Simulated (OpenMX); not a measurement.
Runs of OpenMX 3.8.5 on Si2Mo. Symmetry: I4/mmm, No. 139, tetragonal system. Conventional cell: a = 3.200 Å, b = 3.200 Å, c = 7.861 Å, α = 90.00°, β = 90.00°, γ = 90.00°. Mo (site symmetry 4/mmm) has 10 Si at 2.62 Å as nearest neighbours. Around Si (site symmetry 4mm) lie 5 Si at 2.61 to 2.63 Å and 5 Mo at 2.62 Å. 

```csv
task,level,potentials or basis,spin,k mesh,SCF threshold,max SCF cycles,pressure (GPa),largest force (eV/Å)
band structure,PBE,"OpenMX 2013 PBE set, Mo7.0-s3p2d2f1, Si7.0-s3p3d2, grid cutoff 400 Ry",off,13 × 13 × 13,1e-08 Ha,100,3.3,0.27
band structure,PBE,"OpenMX 2013 PBE set, Mo7.0-s3p2d2, Si7.0-s2p2d1, grid cutoff 400 Ry",off,13 × 13 × 13,1e-08 Ha,100,(b),0.23
band structure,PBE,"OpenMX 2013 PBE set, Mo7.0-s3p2d2, Si7.0-s2p2d1, grid cutoff 400 Ry","non-collinear, zero start, SOC",9 × 9 × 9,1e-07 Ha,160,-,0.27
atomic charges,PBE+D2,"OpenMX 2013 PBE set (Si with 2p valence), Mo7.0-s3p2d1, Si7.0H-s2p2d1, grid cutoff 400 Ry",off,13 × 13 × 13,1e-08 Ha,100,-,0.43
band structure,PBE+D4,"OpenMX 2013 PBE set, Mo7.0-s3p2d2, Si7.0-s2p2d1, grid cutoff 400 Ry",off,13 × 13 × 13,1e-08 Ha,100,-,(a)
```

Alike in all rows: cell as given; smearing fermi-dirac 0.05 eV.

Question: Estimate the missing entries.

Answer: (a) 0.24; (b) 4.3.

Caveats: the basis of atomic orbitals isn't converged, which shifts pressures, moduli and gaps; pairwise dispersion overbinds metals, which lowers pressure and volume (some runs); total energies with and without spin-orbit coupling shouldn't be compared in this program (some runs).

Not every run made on this cell is shown here.
